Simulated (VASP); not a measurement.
The system is GaSb.

```
Sb Ga
1.0
     0.00000    3.05900    3.05900
     3.05900    0.00000    3.05900
     3.05900    3.05900    0.00000
Sb Ga
1 1
Direct
  0.75000 0.75000 0.75000
  0.00000 0.00000 0.00000
```

| Quantity | Value |
| --- | --- |
| Program | VASP 6.6.1 |
| Task | relaxation of cell and atoms |
| Functional | RPBE |
| Dispersion | D3 |
| Potentials or basis | VASP PAW PBE potentials, release 64 (Sb, Ga_d) |
| Cutoff | 600 eV |
| k mesh | 8 × 8 × 8 |
| Occupations | fermi-dirac, width 0.05 eV |
| Spin | no spin polarisation |

At the start: pressure 1.7 GPa; volume 28.62 Å³/atom.

**Question.** How do energy, volume and symmetry change on relaxing?

**Answer.** Over 3 steps the energy falls by 4.9 meV/atom and the volume is 29.60 Å³/atom (+3.4 %); space group F-43m (No. 216, to 0.05 Å).

Step by step:
```
step  energy change (eV)  largest force (eV/Å)  pressure (GPa)  volume (Å³)
   1              0.0000                0.0000            1.69        57.25
   2             -0.0090                0.0000           -0.42        59.78
   3             -0.0099                0.0000            0.00        59.20
```

Final structure:
```
Sb Ga
1.0
     0.00000    3.09330    3.09330
     3.09330    0.00000    3.09330
     3.09330    3.09330    0.00000
Sb Ga
1 1
Direct
  0.75000 0.75000 0.75000
  0.00000 0.00000 0.00000
```

Caveat: the PAW data sets were made with another functional, which shifts forces and pressure a little; pairwise dispersion overbinds metals, which lowers pressure and volume.
